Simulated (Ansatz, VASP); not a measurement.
# TiO2: VASP beside Ansatz, part 2 of 2

Wanted: the spread between two codes on one cell, functional and k mesh. The cell is taken from a series of runs on this material, whose earlier steps may have relaxed, scaled, displaced or heated it; both programs get it as it stands.

VASP 6.6.1 and Ansatz 0.2.0.

So far: Set-up; VASP: single point, r2SCAN.

## (3) Ansatz: single point, r2SCAN

Level of this step: Ansatz beside VASP: Kohn-Sham DFT, plane waves, r2SCAN (Ansatz).

Ansatz runs on its PAW soft_1 files.

The same cell, functional and mesh now go to Ansatz, which takes its cutoff from its data sets.

File input.yaml:

```yaml
crystal:
  lattice:
    - [6.1535771931, -1.8834685, 0.0]
    - [6.1535771931, 1.8834685, 0.0]
    - [-1.9283261078, 0.0, 6.3289668713]
  atoms:
    - { symbol: Ti, position: [0.804714, 0.804714, 0.716238] }
    - { symbol: Ti, position: [0.099929, 0.099929, 0.710398] }
    - { symbol: Ti, position: [0.195286, 0.195286, 0.283762] }
    - { symbol: Ti, position: [0.900071, 0.900071, 0.289602] }
    - { symbol: O, position: [0.0583525, 0.0583525, 0.369979] }
    - { symbol: O, position: [0.638069, 0.638069, 0.706603] }
    - { symbol: O, position: [0.1328115, 0.1328115, 0.004709] }
    - { symbol: O, position: [0.9416475, 0.9416475, 0.630021] }
    - { symbol: O, position: [0.7365115, 0.7365115, 0.3475] }
    - { symbol: O, position: [0.8671885, 0.8671885, 0.995291] }
    - { symbol: O, position: [0.2634885, 0.2634885, 0.6525] }
    - { symbol: O, position: [0.361931, 0.361931, 0.293397] }
kpoints:
  mp_grid: { grid: [6, 6, 4] }
  band_path:
    path:
      - [0.0, 0.0, 0.0]
      - [-0.27559497, 0.27559497, 0.0]
      - [-0.72440503, -0.27559497, 0.0]
      - [-0.5, -0.5, 0.0]
      - [-0.5, -0.5, 0.5]
      - [-0.73828134, -0.26171866, 0.5]
      - [-0.26171866, 0.26171866, 0.5]
      - [0.0, 0.0, 0.5]
      - [-0.714453206, -0.285546794, 0.5]
      - [-0.1, -0.1, 0.0]
    npoints: 1
hamiltonian:
  xc: r2scan
  pseudopotentials: { kind: paw, azcp: { folder: soft_1 } }
scf:
  occupations: { method: fixed }
  n_extra_bands: 8
output:
  eigenvalues: true
  forces: true
  stress: true
```

The run is started by

```
$ ansatz run input.yaml --threads 3 --pin off --max-ram 92160MiB --backend cuda --events-out ev --progress --plain --runs-dir out --devices 1 --max-vram 13GiB
```

Numbers of over 12 decimals in the logs are rounded to 6 here.

What it wrote:

```text
scf.n_extra_bands = 8 over 48 filled bands (N_el = 96.0): the run solves 56 bands
GPUs: using 1 of 1 available (devices: 1).
Engine: ansatz 0.2.0, x86_64-unknown-linux-gnu
Pseudopotentials: kind: paw
Pseudopotential: Ti, paw, valence charge 12, recommended cutoff 500 eV (meta_gga), soft_1/Ti.paw.azcp
Pseudopotential: O, paw, valence charge 6, recommended cutoff 500 eV (meta_gga), soft_1/O.paw.azcp
Functional definition: r2SCAN
  parameter k0 = 0.174
  parameter k1 = 0.065
  parameter a1 = 4.9479
  exchange = r2scan_x(k0 = k0, k1 = k1, a1 = a1)
  correlation = r2scan_c
device memory: the entry about to start is reckoned to put 4.7 GiB on a device that reports 47.7 GiB free (of which the cap on the GPU budget leaves the run 13.0 GiB)
GPU FFT provider: cuFFT
GPU libraries: cuBLAS 13.8.2, cuFFT 12.4.0, cuSOLVER 12.3.4
Crystal: 12 atoms, lattice volume = 146.706 Å³
Basis set: ecut = 500 eV, 3713 PW (Γ), exchange–correlation on 192×192×200 points (64 copies of the dense FFT grid, shifted against one another)
Bands: 56, of which v1, the nominal top of the filled ones, is band 48 counted from 1 (47 counted from 0)
Symmetry: 4 space group operations
Space group: C2/m (ITA 12), of the structure as read, at distance tolerance 5.3e-5 Å
k-points: 47 of 144
Non-local potential: Ti, projectors of the file, l = 0: 3, l = 1: 2, l = 2: 3, l = 3: 1
Non-local potential: O, projectors of the file, l = 0: 2, l = 1: 2, l = 2: 1
PAW form: soft (Blöchl's): semilocal exchange-correlation on the pseudo side does not see the compensation charge
PAW frozen core: Ti, regenerated for the run's functional (the file was generated under x = pbe(κ = 0.804, μ = 0.219515), c = pbe(β = 0.066725))
PAW frozen core: O, regenerated for the run's functional (the file was generated under x = pbe(κ = 0.804, μ = 0.219515), c = pbe(β = 0.066725))
PAW one-centre angular grid: Ti, 590 points (default); XC on 160 Gauss nodes
PAW one-centre angular grid: O, 302 points (default); XC on 160 Gauss nodes
Initial density: superposition of atomic densities (chi_scale 0.1, normalization cell, long waves kept (reshape's long-wave potential 0.08 eV rms))
Initial wavefunctions: pseudopotential atomic-orbital guess
GPU buffer pool allocated for 115200 grid points (all kernels)
GPU transforms: local potential and band sums: pruned to the plane-wave sphere, on 48×48×50
Functional: x = r2scan, c = r2scan; τ floored in thin density (d = 2e-4 eV/Å³)
SCF iter   1: F=—  HF=-14585.299594 eV  |F-HF|=—  |Δ(HF+E_count)|=         —  Δρ=6.98e-2  dr2=7.76e0  dr2_τ=1.25e0  ethr=3.10e-3  ⟨swp⟩=3.0  Hψ=7981  notcnv=0  defer=226
preconditioner: auto → Resta (q_TF=auto, 2.542 Å⁻¹)  ε∞=6.5  [insulator: Δε(μ)=3.460 eV  Ē_g=10.422 eV  n_scr=44 (ndim 8)  ℏωp=24.5 eV  f_vac=0.045  ε∞_Penn≈6.5]
SCF iter   2: F=—  HF=-14585.110419 eV  |F-HF|=—  |Δ(HF+E_count)|=   1.89e-1  Δρ=3.90e-2  dr2=1.94e0  dr2_τ=2.98e-1  ethr=3.10e-3  ⟨swp⟩=2.0  Hψ=4839  notcnv=0  defer=100
SCF iter   3: F=—  HF=-14585.225750 eV  |F-HF|=—  |Δ(HF+E_count)|=   1.15e-1  Δρ=2.25e-2  dr2=8.84e-1  dr2_τ=4.04e-2  ethr=2.02e-3  ⟨swp⟩=2.0  Hψ=3927  notcnv=0  defer=99
SCF iter   4: F=—  HF=-14585.226568 eV  |F-HF|=—  |Δ(HF+E_count)|=   8.17e-4  Δρ=8.78e-3  dr2=1.46e-1  dr2_τ=1.34e-2  ethr=9.21e-4  ⟨swp⟩=2.0  Hψ=4520  notcnv=0  defer=99
SCF iter   5: F=—  HF=-14585.219800 eV  |F-HF|=—  |Δ(HF+E_count)|=   6.77e-3  Δρ=3.88e-3  dr2=2.86e-2  dr2_τ=1.42e-3  ethr=1.52e-4  ⟨swp⟩=2.1  Hψ=3810  notcnv=0  defer=282
SCF iter   6: F=—  HF=-14585.225899 eV  |F-HF|=—  |Δ(HF+E_count)|=   6.10e-3  Δρ=1.62e-3  dr2=5.51e-3  dr2_τ=3.55e-4  ethr=2.98e-5  ⟨swp⟩=2.7  Hψ=3821  notcnv=0  defer=282
SCF iter   7: F=—  HF=-14585.227471 eV  |F-HF|=—  |Δ(HF+E_count)|=   1.57e-3  Δρ=1.13e-3  dr2=1.84e-3  dr2_τ=1.81e-4  ethr=5.74e-6  ⟨swp⟩=3.0  Hψ=4218  notcnv=0  defer=282
SCF iter   8: F=—  HF=-14585.226992 eV  |F-HF|=—  |Δ(HF+E_count)|=   4.79e-4  Δρ=3.12e-4  dr2=1.77e-4  dr2_τ=9.67e-6  ethr=1.91e-6  ⟨swp⟩=2.3  Hψ=4138  notcnv=0  defer=282
SCF iter   9: F=—  HF=-14585.227134 eV  |F-HF|=—  |Δ(HF+E_count)|=   1.42e-4  Δρ=1.20e-4  dr2=2.83e-5  dr2_τ=1.84e-6  ethr=1.84e-7  ⟨swp⟩=2.0  Hψ=3808  notcnv=0  defer=212
SCF iter  10: F=—  HF=-14585.227756 eV  |F-HF|=—  |Δ(HF+E_count)|=   6.22e-4  Δρ=6.76e-5  dr2=7.79e-6  dr2_τ=6.10e-7  ethr=2.94e-8  ⟨swp⟩=2.0  Hψ=3741  notcnv=0  defer=95
SCF iter  11: F=—  HF=-14585.227757 eV  |F-HF|=—  |Δ(HF+E_count)|=   1.12e-6  Δρ=1.81e-5  dr2=5.09e-7  dr2_τ=3.54e-8  ethr=8.12e-9  ⟨swp⟩=2.0  Hψ=3625  notcnv=0  defer=95
SCF iter  12: F=—  HF=-14585.227757 eV  |F-HF|=—  |Δ(HF+E_count)|=   1.32e-7  Δρ=1.47e-5  dr2=2.75e-7  dr2_τ=2.86e-8  ethr=1.04e-10  ⟨swp⟩=14.4  Hψ=12269  notcnv=0
SCF iter  13: F=-14585.227757 eV  HF=-14585.227757 eV  |F-HF|=3.62e-9  |Δ(HF+E_count)|=   4.36e-8  Δρ=3.91e-6  dr2=2.54e-8  dr2_τ=1.75e-9  ethr=1.04e-10  ⟨swp⟩=3.0  Hψ=9312  notcnv=0
SCF 1 converged in 13 iterations: F = -14585.227757 eV  dr2 = 2.54e-8
  greatest PAW one-centre occupation: 1.000 electrons in one spin orbital (limit 2), on the Ti atom at site 3 (counted from 0), in its partial waves of l = 0
device memory: the entry about to start is reckoned to put 2.3 GiB on a device that reports 39.4 GiB free (of which the cap on the GPU budget leaves the run 13.0 GiB)
NSCF: frozen V_eff on 10 k-points
SCF converged after 13 iterations
Free energy (F): -14585.227757 eV
Harris-Foulkes:  -14585.227757 eV  (|F-HF|=3.62e-9)
Internal energy: -14585.227757 eV  (E = F + TS)
E sigma→0 (E₀):  -14585.227757 eV
Fermi energy:    5.721772 eV
--- Per-component energies (eV) ---
  E_band       = -1105.792805
  E_kinetic    = 2466.743948
  E_local      = -8176.351690  (includes V_loc(G=0)·N_el)
  E_nonlocal   = 635.868639
  E_hartree    = 3198.534967
  E_xc         = -1020.453326
  E_vxc        = -1467.658156  (∫ρ·V_xc dr)
  E_paw        = -5507.900167  (= ΣΔE_a)
  E_vpaw       = -1056.515923  (= ΣTr[D̂ρ^β])
  E_aug_tail   = 0.002054  (compensation charges beyond the density's cutoff)
  E_vtau       = 95.050469  (kinetic-family band-sum trace: ∫τ·v_τ [+ j·A + Jᵃ·Aᵃ] dr)
  E_ewald      = -6180.402828
  E_core_change = -1.269355  (= ΣΔE_core)
  E_smearing   = -0.000000  (= −TS)
  E_closure    = -0.000000  (closes the sum)
  Σ components = -14585.227757   (vs F -14585.227757, Δ=0.00e0)
--- Forces (eV/Å), atoms counted from 1 ---
  atom   1  Ti     0.04733457     0.00000000     0.25427867
  atom   2  Ti    -0.04719377     0.00000000     0.10143389
  atom   3  Ti    -0.04733457    -0.00000000    -0.25427867
  atom   4  Ti     0.04719377    -0.00000000    -0.10143389
  atom   5  O     -0.05189458     0.00000000     0.03737640
  atom   6  O      0.12661783    -0.00000000    -0.01258045
  atom   7  O      0.12995825     0.00000000     0.10707056
  atom   8  O      0.05189458     0.00000000    -0.03737640
  atom   9  O      0.07775088     0.00000000    -0.01619316
  atom  10  O     -0.12995825    -0.00000000    -0.10707056
  atom  11  O     -0.07775088     0.00000000     0.01619316
  atom  12  O     -0.12661783     0.00000000     0.01258045
  max |Σ_I F_I| component: 2.78e-17 eV/Å
--- Stress (GPa, compression-positive) ---
       -5.459512       0.000000      -0.092769
        0.000000      -5.212210      -0.000000
       -0.092789      -0.000000      -5.989453
  P = ⅓ Tr σ = -5.5537 GPa (-55.537 kbar)
--- Band table (eV; the first three rows and the last of 47) ---
  k-point 0: bands = [... 44 lower, 4.9392, 4.9714, 5.3461, 5.5406, 8.8404, 9.1816, 9.4038, 9.4039, ... 4 higher]
  k-point 1: bands = [... 44 lower, 4.9880, 5.0305, 5.2818, 5.3907, 8.8834, 9.2247, 9.3904, 9.4049, ... 4 higher]
  k-point 2: bands = [... 44 lower, 5.0210, 5.0524, 5.1083, 5.2745, 8.9460, 9.2097, 9.3813, 9.4728, ... 4 higher]
  k-point 46: bands = [... 44 lower, 4.8283, 5.3045, 5.5001, 5.5113, 9.0925, 9.2005, 9.3523, 9.4987, ... 4 higher]
```

Reading the cycles: dr2 is the Hartree energy of the density residual (eV), the measure of convergence; HF is the Harris–Foulkes estimate of the energy, which meets the free energy F at convergence.

## (4) Comparison

Known differences besides the potentials themselves: VASP keeps PBE cores, Ansatz makes them for the functional; fixed occupations in Ansatz, narrow Gaussian smearing in VASP; the cutoff is 500 eV in Ansatz and 660 eV in VASP; in our runs with r2SCAN, forces from VASP's data set Ti_sv part from Ansatz's all-electron ones, so neither program is the reference here. Total energies have different zeros and are not compared.

Compared:

```
              quantity  Ansatz   VASP  difference
        pressure (GPa)   -5.55  -4.85       -0.70
gap on the k mesh (eV)   3.119  3.136      -0.018
```

Forces on 7 of the 12 atoms, those with the largest forces and the largest differences (eV/Å; atoms numbered as in POSCAR):

```
atom         Ansatz x, y, z           VASP x, y, z
 Ti1    0.047, 0.000, 0.254    0.033, 0.000, 0.114
 Ti3  -0.047, 0.000, -0.254  -0.033, 0.000, -0.114
 Ti4   0.047, 0.000, -0.101  -0.018, 0.000, -0.057
  O6   0.127, 0.000, -0.013   0.111, 0.000, -0.012
  O7    0.130, 0.000, 0.107    0.105, 0.000, 0.031
 O10  -0.130, 0.000, -0.107  -0.105, 0.000, -0.031
 O12   -0.127, 0.000, 0.013   -0.111, 0.000, 0.012
```

The forces differ by 45 meV/Å r.m.s., which is 84.0 % of the r.m.s. force of 0.053 eV/Å (both taken over all components). A gap on the mesh is an upper bound, since the band edges may lie between its points.

## (5) Summary of results

```json
{
 "r.m.s. force difference (single point, r2SCAN)": "45 meV/Å",
 "difference in pressure (single point, r2SCAN)": "-0.70 GPa"
}
```

In words: The r.m.s. force difference is 45 meV/Å (single point, r2SCAN), beyond the 12 meV/Å picked in this series as the mark of a large difference. What causes the difference of the single point, r2SCAN pair stays open here. How closely two codes agree says nothing of how well the functional describes the real material.

[Lines on the potential files, build, host, timing and source positions are cut from VASP's logs without a mark.]

[Logs are printed without paths, hosts, clocks, repeated set-up lines and the standing remarks that a program may print on its own settings, such as how far it seeks lower states.]

[Hosts, paths, dates, database ids (printed as entryN), source tags and the programs' standing remarks are cut or masked in the printed files.]
